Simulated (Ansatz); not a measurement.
# C: how the settings move a single-point run

How sensitive is a single-point run of C to its settings? A reference run comes first, then five runs with altered input.

Program: Ansatz 0.2.0. Level of theory: reference: DFT, PBE, plane waves, PAW. These are calculated values, not measurements.

5 further runs of the same task are left out: 5 that didn't finish.

## Step 1: Starting point

It takes space group Fd-3m (No. 227, cubic). Conventional cell: a = 3.560 Å, b = 3.560 Å, c = 3.560 Å, α = 90.00°, β = 90.00°, γ = 90.00°. C (site symmetry -43m) is surrounded by 4 C at 1.54 Å.

Structure file:

```xyz
2
Lattice="0.0000 1.7801 1.7801 1.7801 0.0000 1.7801 1.7801 1.7801 0.0000" Properties=species:S:1:pos:R:3 pbc="T T T"
C     0.0000    0.0000    0.0000
C     0.8901    0.8901    0.8901
```

## Step 2: The reference run

input.yaml

```yaml
crystal:
  lattice:
    - [0.0, 1.7801241411, 1.7801241411]
    - [1.7801241411, 0.0, 1.7801241411]
    - [1.7801241411, 1.7801241411, 0.0]
  atoms:
    - { symbol: C, position: [0.0, 0.0, 0.0] }
    - { symbol: C, position: [0.25, 0.25, 0.25] }
kpoints:
  mp_grid: { grid: [8, 8, 8] }
hamiltonian:
  xc: pbe
scf:
  occupations: { method: fixed }
  n_extra_bands: 4
output:
  forces: true
  stress: true
  eigenvalues: true
```

Started as:

```console
$ ansatz run input.yaml --threads 4 --pin off --max-ram 3686MiB --backend cpu --events-out ev --progress --plain --runs-dir out
```

Excerpt of the output:

```text
[...]
Basis set: ecut = 420 eV, 229 PW (Γ), exchange–correlation on 36×36×36 points (8 copies of the dense FFT grid, shifted against one another)
[...]
k-points: 29 of 512
[...]
SCF iter   1: F=—  HF=-501.613459 eV  |F-HF|=—  |Δ(HF+E_count)|=         —  Δρ=1.74e-3  dr2=7.98e-5  ethr=1.77e-3  ⟨swp⟩=3.9  Hψ=1376  notcnv=0  defer=47
preconditioner: auto → none  [insulator: Δε(μ)=4.160 eV  Ē_g=19.713 eV  n_scr=0 (ndim 8)  ℏωp=31.3 eV  f_vac=0.000  ε∞_Penn≈3.5]
SCF iter   2: F=—  HF=-501.613538 eV  |F-HF|=—  |Δ(HF+E_count)|=   7.86e-5  Δρ=8.72e-4  dr2=1.86e-5  ethr=9.97e-7  ⟨swp⟩=2.2  Hψ=602  notcnv=0  defer=54
[...]
SCF iter   5: F=-501.613595 eV  HF=-501.613595 eV  |F-HF|=7.26e-11  |Δ(HF+E_count)|=   2.22e-8  Δρ=4.25e-6  dr2=1.38e-9  ethr=9.25e-11  ⟨swp⟩=2.2  Hψ=318  notcnv=0  defer=57
SCF iter   6: F=-501.613595 eV  HF=-501.613595 eV  |F-HF|=1.97e-11  |Δ(HF+E_count)|=  9.37e-11  Δρ=8.20e-7  dr2=5.51e-11  ethr=1.73e-11  ⟨swp⟩=3.9  Hψ=1154  notcnv=0
[...]
SCF converged after 6 iterations
Free energy (F): -501.613595 eV
[...]
E sigma→0 (E₀):  -501.613595 eV
Fermi energy:    13.415457 eV
[...]
  P = ⅓ Tr σ = 4.2133 GPa (42.133 kbar)
[...]
```

It took 0.2 s on 4 threads of Arm Neoverse V1, shared host; peak memory 0.23 GiB.

## Step 3: Variant: mp_grid.shift [0, 0, 0.5]

input.yaml: that of step 2 with these lines changed.

```diff
@@ -9,3 +9,3 @@
 kpoints:
-  mp_grid: { grid: [8, 8, 8] }
+  mp_grid: { grid: [8, 8, 8], shift: [0, 0, 0.5] }
 hamiltonian:
```

Started as:

```console
$ ansatz run input.yaml --threads 4 --pin off --max-ram 3686MiB --backend cpu --events-out ev --progress --plain --runs-dir out
```

Standard output (excerpt; [...] marks lines left out):

```text
Warning: crystal.symmetry: narrowed to the stabiliser of the k-point mesh — unitary ops 48 → 12; excluded 36 operations that carry a point of the 8×8×8 mesh (shift [0, 0, 0.5]) off the mesh (the run samples exactly the mesh kpoints.mp_grid names, as under crystal.symmetry.detect: false, [...]
Warning: RAYON_NUM_THREADS=4 ignored (pool sized by the plan → 4); use --threads N
scf.n_extra_bands = 4 over 4 filled bands (N_el = 8.0): the run solves 8 bands
[...]
Pseudopotentials: kind: paw
Pseudopotential: C, paw, valence charge 4, recommended cutoff 420 eV (normal), C.paw.azcp
Functional definition: PBE
[...]
Crystal: 2 atoms, lattice volume = 11.282 Å³
Basis set: ecut = 420 eV, 229 PW (Γ), exchange–correlation on 36×36×36 points (8 copies of the dense FFT grid, shifted against one another)
Bands: 8, of which v1, the nominal top of the filled ones, is band 4 counted from 1 (3 counted from 0)
Symmetry: 12 space group operations
k-points: 60 of 512
[...]
SCF iter   1: F=—  HF=-501.614338 eV  |F-HF|=—  |Δ(HF+E_count)|=         —  Δρ=1.73e-3  dr2=7.60e-5  ethr=1.77e-3  ⟨swp⟩=3.9  Hψ=2866  notcnv=0  defer=92
[...]
SCF iter   6: F=-501.614428 eV  HF=-501.614428 eV  |F-HF|=1.77e-11  |Δ(HF+E_count)|=  3.40e-10  Δρ=7.27e-7  dr2=4.53e-11  ethr=2.53e-11  ⟨swp⟩=3.9  Hψ=2376  notcnv=0
[...]
SCF converged after 6 iterations
Free energy (F): -501.614428 eV
[...]
E sigma→0 (E₀):  -501.614428 eV
Fermi energy:    13.223588 eV
[...]
--- Forces (eV/Å), atoms counted from 1 ---
  atom   1  C      0.00093466     0.00093466    -0.00093466
  atom   2  C     -0.00093466    -0.00093466     0.00093466
[...]
--- Stress (GPa, compression-positive) ---
        4.209663      -0.033917       0.033917
       -0.033917       4.209663       0.033917
        0.033917       0.033917       4.209663
  P = ⅓ Tr σ = 4.2097 GPa (42.097 kbar)
--- Band table (eV; the first three rows and the last of 60) ---
  k-point 0: bands = ["-8.0288", "12.6775", "13.2236", "13.2236", "19.2733", "19.2733", "19.4722", "26.9097"]
[...]
```

Wall time 0.25 s (4 threads of Arm Neoverse V1, shared host); peak memory 0.24 GiB.

Changing the k-point mesh moves the energy by -0.4 meV/atom, and the gap on the mesh goes from 4.15 to 4.64 eV. Sampling errors of the energy have no fixed sign. A gap read on a mesh depends on which points the mesh holds, and a coarse mesh shifts the density too.

## Step 4: Changing settings: pseudopotentials.kind nc

input.yaml: that of step 2 with these lines changed.

```diff
@@ -12,2 +12,3 @@
   xc: pbe
+  pseudopotentials: { kind: nc }
 scf:
```

Started as:

```console
$ ansatz run input.yaml --threads 4 --pin off --max-ram 3686MiB --backend cpu --events-out ev --progress --plain --runs-dir out
```

Standard output (excerpt; [...] marks lines left out):

```text
Warning: RAYON_NUM_THREADS=4 ignored (pool sized by the plan → 4); use --threads N
scf.n_extra_bands = 4 over 4 filled bands (N_el = 8.0): the run solves 8 bands
[...]
Pseudopotentials: kind: nc
Pseudopotential: C, nc, valence charge 4, recommended cutoff 1115.666836 eV (normal), C.nc.azcp
[... 1 set-up line as earlier in the session ...]
[...]
Crystal: 2 atoms, lattice volume = 11.282 Å³
Basis set: ecut = 1115.666836 eV, 941 PW (Γ), exchange–correlation on 60×60×60 points (8 copies of the dense FFT grid, shifted against one another)
Bands: 8, of which v1, the nominal top of the filled ones, is band 4 counted from 1 (3 counted from 0)
Symmetry: 48 space group operations
Space group: Fd-3m (ITA 227), of the structure as read, at distance tolerance 2.2e-5 Å
k-points: 29 of 512
[...]
SCF iter   1: F=—  HF=-328.433237 eV  |F-HF|=—  |Δ(HF+E_count)|=         —  Δρ=1.43e-1  dr2=1.63e0  ethr=3.10e-3  ⟨swp⟩=5.5  Hψ=1594  notcnv=0  defer=51
[...]
SCF iter   6: F=-327.820041 eV  HF=-327.820041 eV  |F-HF|=9.96e-11  |Δ(HF+E_count)|=   5.33e-8  Δρ=2.69e-6  dr2=3.58e-10  ethr=3.87e-10  ⟨swp⟩=3.0  Hψ=926  notcnv=0
[...]
SCF converged after 6 iterations
Free energy (F): -327.820041 eV
[...]
E sigma→0 (E₀):  -327.820041 eV
Fermi energy:    13.440874 eV
[...]
--- Forces (eV/Å), atoms counted from 1 ---
  atom   1  C      0.00000000    -0.00000000     0.00000000
  atom   2  C      0.00000000    -0.00000000     0.00000000
[...]
--- Stress (GPa, compression-positive) ---
        4.161801      -0.000000      -0.000000
       -0.000000       4.161801       0.000000
        0.000000      -0.000000       4.161801
  P = ⅓ Tr σ = 4.1618 GPa (41.618 kbar)
--- Band table (eV; the first three rows and the last of 29) ---
  k-point 0: bands = ["-8.1104", "13.4409", "13.4409", "13.4409", "19.0634", "19.0634", "19.0634", "26.9179"]
[...]
```

It took 0.28 s on 4 threads of Arm Neoverse V1, shared host; peak memory 0.22 GiB.

Total energies don't compare across a change of potentials; pressure, gap, moments and forces, where computed, barely move. The two sets of potentials agree on what can be compared.

## Step 5: Variant: dispersion d3bj

input.yaml: that of step 2 with these lines changed.

```diff
@@ -12,2 +12,3 @@
   xc: pbe
+  dispersion: d3bj
 scf:
```

Started as:

```console
$ ansatz run input.yaml --threads 4 --pin off --max-ram 3686MiB --backend cpu --events-out ev --progress --plain --runs-dir out
```

Standard output (excerpt; [...] marks lines left out):

```text
Warning: RAYON_NUM_THREADS=4 ignored (pool sized by the plan → 4); use --threads N
scf.n_extra_bands = 4 over 4 filled bands (N_el = 8.0): the run solves 8 bands
[...]
[... 3 set-up lines as earlier in the session ...]
[...]
Crystal: 2 atoms, lattice volume = 11.282 Å³
Basis set: ecut = 420 eV, 229 PW (Γ), exchange–correlation on 36×36×36 points (8 copies of the dense FFT grid, shifted against one another)
Bands: 8, of which v1, the nominal top of the filled ones, is band 4 counted from 1 (3 counted from 0)
[... 2 set-up lines as earlier in the session ...]
k-points: 29 of 512
[...]
SCF iter   1: F=—  HF=-501.998209 eV  |F-HF|=—  |Δ(HF+E_count)|=         —  Δρ=1.74e-3  dr2=7.98e-5  ethr=1.77e-3  ⟨swp⟩=3.9  Hψ=1376  notcnv=0  defer=47
[...]
SCF iter   6: F=-501.998344 eV  HF=-501.998344 eV  |F-HF|=1.97e-11  |Δ(HF+E_count)|=  9.37e-11  Δρ=8.20e-7  dr2=5.51e-11  ethr=1.73e-11  ⟨swp⟩=3.9  Hψ=1154  notcnv=0
[...]
SCF converged after 6 iterations
Free energy (F): -501.998344 eV
[...]
E sigma→0 (E₀):  -501.998344 eV
Fermi energy:    13.415457 eV
[...]
--- Forces (eV/Å), atoms counted from 1 ---
  atom   1  C      0.00000000     0.00000000    -0.00000000
  atom   2  C      0.00000000    -0.00000000    -0.00000000
[...]
--- Stress (GPa, compression-positive) ---
       -1.231217       0.000000      -0.000000
        0.000000      -1.231217       0.000000
       -0.000000       0.000000      -1.231217
  P = ⅓ Tr σ = -1.2312 GPa (-12.312 kbar)
--- Band table (eV; the first three rows and the last of 29) ---
  k-point 0: bands = ["-8.1371", "13.4155", "13.4155", "13.4155", "19.0245", "19.0245", "19.0245", "26.8185"]
[...]
```

Run time: 0.2 s. Hardware: 4 threads of Arm Neoverse V1, shared host; peak memory 0.23 GiB.

The energy moves by -192.4 meV/atom, nearly all of it the dispersion term itself (-192.4 meV/atom); that offset belongs to the model and is no gain or loss of stability; the pressure goes from 4.2 to -1.2 GPa.

## Step 6: Variant: xc mr2scan

input.yaml: that of step 2 with these lines changed.

```diff
@@ -11,3 +11,3 @@
 hamiltonian:
-  xc: pbe
+  xc: mr2scan
 scf:
```

Started as:

```console
$ ansatz run input.yaml --threads 4 --pin off --max-ram 3686MiB --backend cpu --events-out ev --progress --plain --runs-dir out
```

Standard output (excerpt; [...] marks lines left out):

```text
Warning: RAYON_NUM_THREADS=4 ignored (pool sized by the plan → 4); use --threads N
scf.n_extra_bands = 4 over 4 filled bands (N_el = 8.0): the run solves 8 bands
[...]
[... 1 set-up line as earlier in the session ...]
Pseudopotential: C, paw, valence charge 4, recommended cutoff 500 eV (meta_gga), C.paw.azcp
Functional definition: m-r2SCAN
[...]
Crystal: 2 atoms, lattice volume = 11.282 Å³
Basis set: ecut = 500 eV, 283 PW (Γ), exchange–correlation on 80×80×80 points (64 copies of the dense FFT grid, shifted against one another)
Bands: 8, of which v1, the nominal top of the filled ones, is band 4 counted from 1 (3 counted from 0)
[... 2 set-up lines as earlier in the session ...]
k-points: 29 of 512
[...]
SCF iter   1: F=—  HF=-503.054290 eV  |F-HF|=—  |Δ(HF+E_count)|=         —  Δρ=8.86e-3  dr2=2.38e-3  dr2_τ=3.88e-1  ethr=1.77e-3  ⟨swp⟩=4.1  Hψ=1409  notcnv=0  defer=40
[...]
SCF iter   6: F=-503.110654 eV  HF=-503.110654 eV  |F-HF|=9.04e-10  |Δ(HF+E_count)|=   1.69e-7  Δρ=5.91e-6  dr2=1.14e-9  dr2_τ=1.70e-10  ethr=1.25e-9  ⟨swp⟩=5.2  Hψ=1188  notcnv=0
[...]
SCF converged after 6 iterations
Free energy (F): -503.110654 eV
[...]
E sigma→0 (E₀):  -503.110654 eV
Fermi energy:    13.387783 eV
[...]
--- Forces (eV/Å), atoms counted from 1 ---
  atom   1  C      0.00000000     0.00000000    -0.00000000
  atom   2  C     -0.00000000     0.00000000    -0.00000000
[...]
--- Stress (GPa, compression-positive) ---
        0.022374       0.000000       0.000000
        0.000000       0.022374       0.000000
       -0.000000      -0.000000       0.022374
  P = ⅓ Tr σ = 0.0224 GPa (0.224 kbar)
--- Band table (eV; the first three rows and the last of 29) ---
  k-point 0: bands = ["-9.3607", "13.3878", "13.3878", "13.3878", "19.2833", "19.2833", "19.2833", "27.2917"]
[...]
```

Run time: 0.35 s. Hardware: 4 threads of Arm Neoverse V1, shared host; peak memory 0.27 GiB.

A change of functional puts the total energy on another scale; the pressure goes from 4.2 to 0.0 GPa and the gap on the mesh goes from 4.15 to 4.37 eV. At this fixed cell a lower pressure means that this functional prefers a smaller volume than the reference. Meta-GGAs of this kind usually give somewhat wider gaps than GGAs.

## Step 7: Variant: xc r2scan

input.yaml: that of step 2 with these lines changed.

```diff
@@ -11,3 +11,3 @@
 hamiltonian:
-  xc: pbe
+  xc: r2scan
 scf:
```

Started as:

```console
$ ansatz run input.yaml --threads 4 --pin off --max-ram 3686MiB --backend cpu --events-out ev --progress --plain --runs-dir out
```

Standard output (excerpt; [...] marks lines left out):

```text
Warning: RAYON_NUM_THREADS=4 ignored (pool sized by the plan → 4); use --threads N
scf.n_extra_bands = 4 over 4 filled bands (N_el = 8.0): the run solves 8 bands
[...]
[... 2 set-up lines as earlier in the session ...]
Functional definition: r2SCAN
[...]
Crystal: 2 atoms, lattice volume = 11.282 Å³
Basis set: ecut = 500 eV, 283 PW (Γ), exchange–correlation on 80×80×80 points (64 copies of the dense FFT grid, shifted against one another)
Bands: 8, of which v1, the nominal top of the filled ones, is band 4 counted from 1 (3 counted from 0)
[... 2 set-up lines as earlier in the session ...]
k-points: 29 of 512
[...]
SCF iter   1: F=—  HF=-503.054291 eV  |F-HF|=—  |Δ(HF+E_count)|=         —  Δρ=8.86e-3  dr2=2.38e-3  dr2_τ=3.88e-1  ethr=1.77e-3  ⟨swp⟩=4.1  Hψ=1409  notcnv=0  defer=40
[...]
SCF iter   6: F=-503.110654 eV  HF=-503.110654 eV  |F-HF|=9.03e-10  |Δ(HF+E_count)|=   1.69e-7  Δρ=5.91e-6  dr2=1.14e-9  dr2_τ=1.69e-10  ethr=1.25e-9  ⟨swp⟩=5.2  Hψ=1188  notcnv=0
[...]
SCF converged after 6 iterations
Free energy (F): -503.110654 eV
[...]
E sigma→0 (E₀):  -503.110654 eV
Fermi energy:    13.387783 eV
[...]
--- Forces (eV/Å), atoms counted from 1 ---
  atom   1  C      0.00000000     0.00000000     0.00000000
  atom   2  C     -0.00000000    -0.00000000     0.00000000
[...]
--- Stress (GPa, compression-positive) ---
        0.022333      -0.000000      -0.000000
        0.000000       0.022333      -0.000000
       -0.000000      -0.000000       0.022333
  P = ⅓ Tr σ = 0.0223 GPa (0.223 kbar)
--- Band table (eV; the first three rows and the last of 29) ---
  k-point 0: bands = ["-9.3607", "13.3878", "13.3878", "13.3878", "19.2833", "19.2833", "19.2833", "27.2917"]
[...]
```

Run time: 0.37 s. Hardware: 4 threads of Arm Neoverse V1, shared host; peak memory 0.27 GiB.

A change of functional puts the total energy on another scale; the pressure goes from 4.2 to 0.0 GPa and the gap on the mesh goes from 4.15 to 4.37 eV. At this fixed cell a lower pressure means that this functional prefers a smaller volume than the reference. Meta-GGAs of this kind usually give somewhat wider gaps than GGAs.

## Step 8: All runs together

| run | ending | energy change | pressure (GPa) | gap (eV) | force (eV/Å) | cycles | time |
| --- | --- | --- | --- | --- | --- | --- | --- |
| reference | converged | 0 | 4.2 | 4.15 | 0.00 | 6 | 0.2 s |
| 1: mp_grid.shift [0, 0, 0.5] | converged | -0.4 meV/atom | 4.2 | 4.64 | 0.00 | 6 | 0.25 s |
| 2: pseudopotentials.kind nc | converged | not comparable | 4.2 | 4.16 | 0.00 | 6 | 0.28 s |
| 3: dispersion d3bj | converged | -192.4 meV/atom (offset of the dispersion model) | -1.2 | 4.15 | 0.00 | 6 | 0.2 s |
| 4: xc mr2scan | converged | not comparable | 0.0 | 4.37 | 0.00 | 6 | 0.35 s |
| 5: xc r2scan | converged | not comparable | 0.0 | 4.37 | 0.00 | 6 | 0.37 s |

Residual by cycle in the longest SCF loop of each run; runs are numbered as in the table. The quantity is the density residual dr2, in eV.

| cycle | reference | run 1 | run 2 | run 3 | run 4 | run 5 |
| --- | --- | --- | --- | --- | --- | --- |
| 1 | 8.0e-5 | 7.6e-5 | 1.63 | 8.0e-5 | 0.00238 | 0.00238 |
| 2 | 1.9e-5 | 1.8e-5 | 0.226 | 1.9e-5 | 9.7e-4 | 9.7e-4 |
| 3 | 6.9e-7 | 7.4e-7 | 0.00128 | 6.9e-7 | 1.2e-4 | 1.2e-4 |
| 4 | 7.4e-9 | 1.5e-8 | 4.9e-6 | 7.4e-9 | 4.9e-6 | 4.9e-6 |
| 5 | 1.4e-9 | 2.0e-9 | 3.1e-8 | 1.4e-9 | 3.0e-7 | 3.0e-7 |
| 6 | 5.5e-11 | 4.5e-11 | 3.6e-10 | 5.5e-11 | 1.1e-9 | 1.1e-9 |

What this shows: «mp_grid.shift [0, 0, 0.5]» moves the energy by -0.4 meV/atom. The pressure spans -1.2 to 4.2 GPa over the reference and the converged variants. The gap spans 4.15 to 4.64 eV over the reference and the converged variants (gaps read on unlike meshes, which can miss the band edges).
